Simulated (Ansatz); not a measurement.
# Formation energy and levels of the antisite Li_La in LiLaC2O6 (C2/c)

Aim: at which Fermi levels does Li_La in LiLaC2O6 (C2/c) change its charge? The model is a cell of 80 host atoms with 1 La taken out and 1 Li put in.

Method: place-levels on PBEsol runs: charge-transition levels and formation energies with image-charge correction and potential alignment at the atomic sites, in Ansatz 0.2.0.

## 1. Set-up

The cell holds 80 atoms: 9 Li, 7 La, 16 C and 48 O. Its edges and angles: a = 10.418 Å, b = 8.392 Å, c = 12.799 Å, α = 54.2°, β = 80.4°, γ = 85.0°. It derives from LiLaC2O6 (space group C2/c). Nearest the centre at fractional (0.472, 0.278, 0.722): Li14 at 0.00 Å, O42 at 2.49 Å, O48 at 2.49 Å, O76 at 2.50 Å, O80 at 2.50 Å, O70 at 2.61 Å, O66 at 2.61 Å, O57 at 2.63 Å.

Screening for the image-charge correction: ε∞ = principal values (2.88, 3.39, 3.47), ε0 = principal values (8.50, 10.45, 10.91), from a response run on this crystal (DFPT, PBEsol) at that run's own cell.

The cell's shortest repeat is 8.4 Å.

## 2. The runs of each charge state

A transition level is the Fermi level at which two charge states cost the same, so each charge needs its own total energy, at its own relaxed structure.

Each atom starts 0.05 Å or so off its site in a random direction: a symmetric start keeps its symmetry, and would miss off-centre moves and Jahn–Teller distortions. Forces are taken at one point at (¼, ¼, ¼). The cell holds 2 electrons more than the neutral one, with a uniform background that keeps it neutral on the whole.

The sampling was tested on the host first: at the k-points planned (1x1x1 shifted 0.25 0.25 0.25) its energy lies 0.000 eV an atom from the dense-mesh value, under the bound of 0.02 eV set for this test; that bounds the host's error, not the defect's.

One state's input; the others differ in charge, spin, start and seed, and in occupations where the table says so.

qm2.relax/input.yaml

```yaml
crystal:
  lattice:
    - [-3.88472433, 7.84797109, 5.64448968]
    - [6.22569243, 0.0, 5.62788045]
    - [10.11041675, 7.84797109, -0.01660923]
  atoms:
    - { symbol: Li, position: [0.25080399, 0.49919601, 0.00080399] }
    - { symbol: Li, position: [0.25080399, 0.49919601, 0.50080399] }
[... 3 atom lines left out ...]
    - { symbol: Li, position: [0.24919601, 0.00080399, 0.99919601] }
    - { symbol: Li, position: [0.74919601, 0.50080399, 0.49919601] }
[... 6 atom lines left out ...]
    - { symbol: Li, position: [0.47211566, 0.27788434, 0.72211566] }
[... 5 atom lines left out ...]
    - { symbol: C, position: [0.57989325, 0.79152497, 0.97635008] }
[... 3 atom lines left out ...]
    - { symbol: C, position: [0.72635008, 0.4022317, 0.82989325] }
    - { symbol: C, position: [0.42010675, 0.20847503, 0.02364992] }
    - { symbol: C, position: [0.42010675, 0.20847503, 0.52364992] }
[... 3 atom lines left out ...]
    - { symbol: C, position: [0.27364992, 0.5977683, 0.67010675] }
[... 1 atom line left out ...]
    - { symbol: C, position: [0.77364992, 0.0977683, 0.67010675] }
[... 9 atom lines left out ...]
    - { symbol: O, position: [0.38450421, 0.17606079, 0.94685379] }
[... 5 atom lines left out ...]
    - { symbol: O, position: [0.69685379, 0.24258122, 0.63450421] }
[... 3 atom lines left out ...]
    - { symbol: O, position: [0.57883654, 0.61499267, 0.50497692] }
[... 1 atom line left out ...]
    - { symbol: O, position: [0.25497692, 0.05119387, 0.82883654] }
[... 2 atom lines left out ...]
    - { symbol: O, position: [0.42116346, 0.38500733, 0.49502308] }
[... 4 atom lines left out ...]
    - { symbol: O, position: [0.24502308, 0.44880613, 0.67116346] }
[... 3 atom lines left out ...]
    - { symbol: O, position: [0.45280464, 0.06854593, 0.63448832] }
[... 3 atom lines left out ...]
    - { symbol: O, position: [0.38448832, 0.59416111, 0.70280464] }
[... 5 atom lines left out ...]
    - { symbol: O, position: [0.54719536, 0.93145407, 0.86551168] }
[... 3 atom lines left out ...]
    - { symbol: O, position: [0.61551168, 0.40583889, 0.79719536] }
  host:
    repeats: [1, 1, 1]
    atoms:
      - { symbol: Li, position: [0.25080399, 0.49919601, 0.00080399] }
      - { symbol: Li, position: [0.25080399, 0.49919601, 0.50080399] }
      # ... 78 more atoms of the perfect host
total_charge: -2
basis:
  ecutwfc: 420
  xc_grid: 2
hamiltonian:
  xc: pbesol
kpoints:
  mp_grid: { grid: [1, 1, 1], shift: [0.25, 0.25, 0.25] }
scf:
  occupations: { method: fixed }
  max_iter: 80
output:
  forces: true
  charged_corrections:
    epsilon: [[3.25, 0.0, 0.29], [0.0, 3.39, 0.0], [0.29, 0.0, 3.1]]
    static_epsilon: [[10.11, 0.0, 1.14], [0.0, 10.45, 0.0], [1.14, 0.0, 9.3]]
    defect_position: [0.472116, 0.277884, 0.722116]
relax:
  f_tol: 0.02
  max_steps: 80
  random_displacement: { amplitude: 0.05, seed: 9884 }
checkpoint:
  write: "../qm2.relax.run"
  compress: false
  write_wavefunctions: true
  write_every: 100000
```

The run is started by

```
$ ansatz run input.yaml --threads 4 --pin off --max-ram 7536MiB --backend cpu --events-out ev --progress --plain --runs-dir out
```

The relaxed structure is kept and the sampling changed to a 2×2×2 shifted mesh.

The run of this state that the levels use, under PBEsol:

qm2.point/input.yaml

```yaml
crystal:
  checkpoint: "../qm2.relax.run"
  host: checkpoint
total_charge: -2
basis:
  ecutwfc: 420
  xc_grid: 2
hamiltonian:
  xc: pbesol
kpoints:
  mp_grid: { grid: [2, 2, 2], shift: [0.5, 0.5, 0.5] }
scf:
  occupations: { method: fermi_dirac, width: 0.01 }
  max_iter: 80
output:
  forces: true
  eigenvalues: true
  charged_corrections:
    epsilon: [[3.25, 0.0, 0.29], [0.0, 3.39, 0.0], [0.29, 0.0, 3.1]]
    static_epsilon: [[10.11, 0.0, 1.14], [0.0, 10.45, 0.0], [1.14, 0.0, 9.3]]
    defect_position: [0.472116, 0.277884, 0.722116]
  eigenstates: { localisation: true }
  populations: true
  band_densities: [{ bands: [v1, v1] }, { bands: [c1, c1] }]
  write_density: true
  write_potential: true
  volumetric_format: npy
  elf: true
checkpoint:
  read: "../qm2.relax.run"
  write: "../qm2.point.run"
  compress: false
  write_wavefunctions: false
  write_every: 100000
```

Relaxations under PBEsol at one point at (¼, ¼, ¼); times on 4 threads of Arm Neoverse V1, shared host:

| charge | moment (μB) | occupations | outcome | steps | largest displacement against the far atoms (Å) | time |
| --- | --- | --- | --- | --- | --- | --- |
| −2 | 0 | fixed | converged | 13 | 0.95 | 2.9 min |
| −1 | 1 | fixed | converged | 12 | 0.99 | 8.8 min |
| 0 | 0 | fixed | converged | 16 | 0.97 | 5.7 min |
| 0 | 2 | fixed | not converged | 1 | - | 3.4 min |
| 0 | 2 | fermi-dirac | converged | 15 | 1.01 | 14 min |

Single points under PBEsol at a 2×2×2 shifted mesh; times on 4 threads of Arm Neoverse V1, shared host:

| charge | moment (μB) | occupations | outcome | time |
| --- | --- | --- | --- | --- |
| −2 | 0 | fermi-dirac | converged | 87 s |
| −1 | 1 | fermi-dirac | converged | 3.7 min |
| 0 | 0 | fermi-dirac | converged | 2.7 min |
| 0 | 2 | fermi-dirac | converged | 5.2 min |

Distances (Å) from Li14 to the nearest atoms after relaxation with PBEsol:

| charge | moment (μB) | 1. | 2. | 3. | 4. | 5. | 6. |
| --- | --- | --- | --- | --- | --- | --- | --- |
| −2 | 0 | O 2.00 | O 2.00 | O 2.18 | O 2.19 | C 3.00 | C 3.00 |
| −1 | 1 | O 1.99 | O 1.99 | O 2.16 | O 2.17 | C 2.98 | C 2.98 |
| 0 | 0 | O 2.00 | O 2.01 | O 2.15 | O 2.15 | C 3.00 | C 3.00 |
| 0 | 2 | O 1.99 | O 1.99 | O 2.15 | O 2.16 | C 2.97 | C 2.98 |

## 3. Placing the levels, PBEsol

A charged cell interacts with its images and the background, and its potential has another zero than the host's. place-levels removes the first by a point-charge model, screened by the static dielectric constant since the ions have relaxed around the charge, and the second by comparing potentials at atoms far from the defect.

The host is a run of the defect-free crystal in the same cutoffs, grids and k-points, so that basis and sampling errors cancel in part in the differences. Its band edges come from a run of the primitive cell that searches the zone for them. The host is run in a cell of 40 atoms on a matching mesh. Chemical potentials are energies per atom of La (dhcp) and Li (bcc), run with the same functional and cutoff.

levels.point.yaml

```yaml
host:
  run: host.point.run
  levels_from: { run: edges.point.run }
states: [qm2.point.run, qm1_M1.point.run, q0.point.run, q0_M2.point.run]
geometry_from:
  qm2.point.run: qm2.relax.run
  qm1_M1.point.run: qm1_M1.relax.run
  q0.point.run: q0.relax.run
  q0_M2.point.run: q0_M2.relax_smeared.run
  host.point.run: host.relax.run
chemical_potentials:
  La:
    energy: -6161.276904
    dataset: "<sha256 of the dataset>"
  Li:
    energy: -202.99658
    dataset: "<sha256 of the dataset>"
epsilon:
  - [3.25, 0.0, 0.29]
  - [0.0, 3.39, 0.0]
  - [0.29, 0.0, 3.1]
static_epsilon:
  - [10.11, 0.0, 1.14]
  - [0.0, 10.45, 0.0]
  - [1.14, 0.0, 9.3]
vertical:
  - { from: qm2.point.run, to: qm2.point_neutral.run }
  - { from: qm1_M1.point.run, to: qm1_M1.point_neutral.run }
```

The run is started by

```
$ ansatz place-levels levels.point.yaml -- --threads 4 --pin off --max-ram 7536MiB
```

Numbers of over 12 decimals in the logs are rounded to 6 here.

The log of the run:

```text
[... repeated set-up lines and file paths are left out, and long positions are rounded to six places ...]
(0/-1) 0.366 eV above the valence edge, 4.096 eV under the conduction edge
(-1/-2) 0.870 eV above the valence edge, 3.592 eV under the conduction edge
formation energy of charge 0: +8.962 eV with the Fermi level at the valence edge
formation energy of charge -1: +9.328 eV with the Fermi level at the valence edge
formation energy of charge -2: +10.198 eV with the Fermi level at the valence edge
vertical -2 to 0: no energy, since no alignment is typed
  the change from vertical[0].from (qm2.point.run) to vertical[0].to (qm2.point_neutral.run): by its potential at epsilon [[3.25, 0, 0.29], [0, 3.39, 0], [0.29, 0, 3.1]] it stands at 0.433 0.104 0.683, with an rms radius of about 4.8 Å (2.7 2.9 2.7 Å across [...]
vertical -1 to 0: no energy, since no alignment is typed
  the change from vertical[1].from (qm1_M1.point.run) to vertical[1].to (qm1_M1.point_neutral.run): by its potential at epsilon [[3.25, 0, 0.29], [0, 3.39, 0], [0.29, 0, 3.1]] it stands at 0.494 0.016 0.742, with an rms radius of about 4.7 Å (2.9 2.3 2.9 Å [...]
  edges by pbesol of host.levels_from (edges.point.run), its mesh sampled to repeats of 32.00 Å (the valence edge +0.018 eV and the conduction edge -0.026 eV from those of the host's own run), gap 4.462 eV; the host is sampled to repeats of 20.84 Å
  the defect's cells are sampled to repeats of 20.84 Å, like sampling
  charge 0: +0.000 eV for its dipole among its images, +0.000 omitted
  states[3] (q0_M2.point.run): levels filled in part (TS 0.001 eV): its energy is of no whole electron's
  charge -1: -75866.0455 eV with its correction of +0.747 eV, at epsilon [[10.11, 0, 1.14], [0, 10.45, 0], [1.14, 0, 9.3]], aligned at sites: -0.5383 eV, mean over 52 atomic sites at or beyond 4.20 Å from the defect at [0.4721, 0.2779, 0.7221], with -0.016288 [...]
  states[1] (qm1_M1.point.run): levels filled in part (TS 0.005 eV): its energy is of no whole electron's
  charge -2: -75859.7175 eV with its correction of +1.772 eV, at epsilon [[10.11, 0, 1.14], [0, 10.45, 0], [1.14, 0, 9.3]], aligned at sites: -0.4687 eV, mean over 52 atomic sites at or beyond 4.20 Å from the defect at [0.4721, 0.2779, 0.7221], with +0.000000 [...]
  charge 0: states[2] (q0.point.run) stands 0.140 eV higher, with a moment of 0.00 μB against 2.00
  states[2] (q0.point.run): levels filled in part (TS 0.015 eV): its energy is of no whole electron's
  of states[3] (q0_M2.point.run): its displacements don't fall off away from the defect: farther atoms stand 0.055 Å off the host's places. [...]
  of states[1] (qm1_M1.point.run): it parts from the run at its places by a charge that spreads by about 2.3 Å along one vector (1.2 Å or more is wide), by its potential at epsilon [[3.25, 0, 0.29], [0, 3.39, 0], [0.29, 0, 3.1]], taken for that of held ions [...]
  of states[0] (qm2.point.run): it parts from the run at its places by a charge that spreads by about 2.9 Å along one vector (1.2 Å or more is wide), by its potential at epsilon [[3.25, 0, 0.29], [0, 3.39, 0], [0.29, 0, 3.1]], taken for that of held ions (one [...]
  of states[2] (q0.point.run): its displacements don't fall off away from the defect: farther atoms stand 0.046 Å off the host's places. [...]
  of vertical[0].from (qm2.point.run): its displacements don't fall off away from the defect: farther atoms stand 0.056 Å off the host's places. [...]
  vertical[0].to (qm2.point_neutral.run): levels filled in part (TS 0.019 eV): its energy is of no whole electron's
  of vertical[0].to (qm2.point_neutral.run): its displacements don't fall off away from the defect: farther atoms stand 0.056 Å off the host's places. [...]
  vertical[1].from (qm1_M1.point.run): levels filled in part (TS 0.005 eV): its energy is of no whole electron's
  of vertical[1].from (qm1_M1.point.run): its displacements don't fall off away from the defect: farther atoms stand 0.036 Å off the host's places. [...]
  vertical[1].to (qm1_M1.point_neutral.run): levels filled in part (TS 0.014 eV): its energy is of no whole electron's
  of vertical[1].to (qm1_M1.point_neutral.run): its displacements don't fall off away from the defect: farther atoms stand 0.036 Å off the host's places. [...]
```

The job ended after 0.5 s (4 threads of Arm Neoverse V1, shared host).

Under PBEsol the gap is 4.46 eV, (0/−1) 0.37, (−1/−2) 0.87 eV.

Levels between the charges placed, in eV above the valence top:

|  | gap (eV) | (0/−1) | (−1/−2) |
| --- | --- | --- | --- |
| PBEsol | 4.46 | 0.37 | 0.87 |

Corrections by state:

| charge | moment (μB) | image terms and alignment (eV) | band filling (eV) | ε used | over the lowest of its charge, as the program ranks them, band filling apart (eV) |
| --- | --- | --- | --- | --- | --- |
| 0 | 2.0 | 0.000 | - | - | 0.000 |
| −1 | 1.0 | 0.747 | - | principal values (8.50, 10.45, 10.91) | 0.000 |
| −2 | 0.0 | 1.772 | - | principal values (8.50, 10.45, 10.91) | 0.000 |
| 0 | 0.0 | 0.000 | - | - | 0.140 |

The charged structures listed were also run neutral, and place-levels reads from each pair, by the potential or the spins, how wide the charge is by which they differ; that can be the carrier of either run.

| charge | rms radius (Å) | spread where it is widest against the cell (Å) | wide from (Å) | reading |
| --- | --- | --- | --- | --- |
| −1 | 4.7 | 2.33 | 1.18 | wide |
| −2 | 4.8 | 2.89 | 1.18 | wide |

The neutral runs of these pairs need not share the spin of the lowest neutral state, and very wide values only mean spread over the cell.

From the program's caveats on the states, each cut to its opening words:

- charge 0 (2 μB): its displacements don't fall off away from the defect: farther atoms stand 0.055 Å off the host's places
- charge −1 (1 μB): it parts from the run at its places by a charge that spreads by about 2.3 Å along one vector (1.2 Å or more is wide), by its potential at epsilon [[3.25, 0, [...]
- charge −1 (1 μB): its displacements don't fall off away from the defect: farther atoms stand 0.036 Å off the host's places
- charge −2: it parts from the run at its places by a charge that spreads by about 2.9 Å along one vector (1.2 Å or more is wide), by its potential at epsilon [[3.25, 0, [...]
- charge −2: its displacements don't fall off away from the defect: farther atoms stand 0.056 Å off the host's places
- charge 0: its displacements don't fall off away from the defect: farther atoms stand 0.046 Å off the host's places

Chemical potentials of the elements' reference phases, run alike. Formation energies (elemental references), with the Fermi level at the valence top and at the conduction bottom (gap 4.46 eV):

| charge | at valence top (eV) | at conduction bottom (eV) | correction included (eV) |
| --- | --- | --- | --- |
| 0 | 8.96 | 8.96 | 0.00 |
| −1 | 9.33 | 4.87 | 0.75 |
| −2 | 10.20 | 1.27 | 1.77 |

```csv
Fermi level (eV),lowest formation energy (eV)
0.00,8.96
0.41,8.92
0.81,8.52
1.22,7.77
1.62,6.96
2.03,6.15
2.44,5.33
2.84,4.52
3.25,3.71
3.65,2.90
4.06,2.08
4.46,1.27
```

## 4. place-levels, r2SCAN

r2SCAN on the same structure is run to see how far the result rests on the functional, though not on the errors that semilocal functionals share; the sampling changes too, to one point at (¼, ¼, ¼), so differences hold both changes.

qm2.r2scan/input.yaml

```yaml
crystal:
  checkpoint: "../qm2.relax.run"
  host: checkpoint
total_charge: -2
basis:
  ecutwfc: 500
  xc_grid: 2
hamiltonian:
  xc: r2scan
kpoints:
  mp_grid: { grid: [1, 1, 1], shift: [0.25, 0.25, 0.25] }
scf:
  occupations: { method: fermi_dirac, width: 0.01 }
  max_iter: 80
output:
  forces: true
  eigenvalues: true
  charged_corrections:
    epsilon: [[3.25, 0.0, 0.29], [0.0, 3.39, 0.0], [0.29, 0.0, 3.1]]
    static_epsilon: [[10.11, 0.0, 1.14], [0.0, 10.45, 0.0], [1.14, 0.0, 9.3]]
    defect_position: [0.472116, 0.277884, 0.722116]
checkpoint:
  write: "../qm2.r2scan.run"
  compress: false
  write_wavefunctions: false
  write_every: 100000
```

Elapsed: 41 s, on 4 threads; peak memory 2.4 GiB; 2.6 min of CPU time.

levels.r2scan.yaml

```yaml
host:
  run: host.r2scan.run
  levels_from: { run: edges.r2scan.run }
states: [qm2.r2scan.run, qm1_M1.r2scan.run, q0.r2scan.run, q0_M2.r2scan.run]
geometry_from:
  qm2.r2scan.run: qm2.relax.run
  qm1_M1.r2scan.run: qm1_M1.relax.run
  q0.r2scan.run: q0.relax.run
  q0_M2.r2scan.run: q0_M2.relax_smeared.run
  host.r2scan.run: host.relax.run
chemical_potentials:
  La:
    energy: -6264.678007
    dataset: "<sha256 of the dataset>"
  Li:
    energy: -205.1324
    dataset: "<sha256 of the dataset>"
```

The run is started by

```
$ ansatz place-levels levels.r2scan.yaml -- --threads 4 --pin off --max-ram 7536MiB
```

The log of the run:

```text
(0/-1) 0.472 eV above the valence edge, 4.727 eV under the conduction edge
(-1/-2) 0.985 eV above the valence edge, 4.214 eV under the conduction edge
formation energy of charge 0: +9.926 eV with the Fermi level at the valence edge
formation energy of charge -1: +10.398 eV with the Fermi level at the valence edge
formation energy of charge -2: +11.382 eV with the Fermi level at the valence edge
  edges by r2scan of host.levels_from (edges.r2scan.run), its mesh sampled to repeats of 32.00 Å (the valence edge +0.036 eV and the conduction edge -0.027 eV from those of the host's own run), gap 5.198 eV; the host is sampled to repeats of 10.42 Å
[... the lines on each state left out ...]
```

Wall time 0.33 s (4 threads).

Under r2SCAN the gap is 5.20 eV, (0/−1) 0.47, (−1/−2) 0.98 eV; the stage before (PBEsol, at other k-points) gave a gap of 4.46 eV and levels within 0.11 eV of these.

## 5. Cost and result

Levels between neighbouring charges, in eV above each run's own valence top:

|  | gap (eV) | (0/−1) | (−1/−2) | CPU time a state at this stage (restarts are quicker than cold starts) |
| --- | --- | --- | --- | --- |
| PBEsol, 2×2×2 shifted mesh | 4.46 | 0.37 | 0.87 | 13 min |
| r2SCAN on PBEsol structures, (¼, ¼, ¼) | 5.20 | 0.47 | 0.98 | 8.4 min |

## 6. Results

```
gap of the host                                                             : 4.46 eV (PBEsol)
level (0/minus 1)                                                           : 0.37 eV above the valence top
level (minus 1/minus 2)                                                     : 0.87 eV above the valence top
lowest of the charges placed, just above the valence top (0.02 eV)          : 0
lowest of the charges placed, just below the conduction bottom (0.02 eV)    : −2
lowest formation energy at mid-gap of the charges run, elemental references : 5.74 eV
```

In words: Of the charges placed (−2, −1 and 0), the lowest changes at 0.37 eV (0/−1) and 0.87 eV (−1/−2) above the valence top, in a gap of 4.46 eV. (0/−1) and (−1/−2) lie nearer to a band edge than the share of the finite-size correction in them (0.75 and 1.03 eV), and that correction holds for a localised charge alone. Charges above 0 and below −2 were not placed, so these runs say nothing of levels that involve them. States placed: 0 at 2 μB and 0 μB; −1 at 1 μB; −2 at 0 μB. Other spin states or structures, where not listed, weren't placed. Corrections reach 1.8 eV, so the cell is small for these charges and their levels are rough. At charge −2, −1 and 0 the atom put in ends up to 1.0 Å from its starting place, so the name tells the start alone and the levels can join different sites. Keep in mind: the images are only 8.4 Å apart; PBEsol makes the gap too small and tends to spread out bound carriers; where a gas molecule sets a chemical potential or the host's formation energy, its binding is uncorrected; spin–orbit coupling, which can matter with heavy atoms, is left out.

[Logs are printed without paths, hosts, clocks, repeated set-up lines and the standing remarks that a program may print on its own settings, such as how far it seeks lower states.]

[Hosts, paths, dates, database ids (printed as entryN), source tags and the programs' standing remarks are cut or masked in the printed files.]

[Where a table of states has a column of steps, it counts the stored structures, which are thinned; the runs took as many ionic steps or more.]

[A defect's name tells the site on which it was built; relaxed atoms can leave that site.]

[For some hosts the program warned that the k-mesh of the response run may be too coarse for force constants and the static dielectric constant; such warnings are not shown here.]
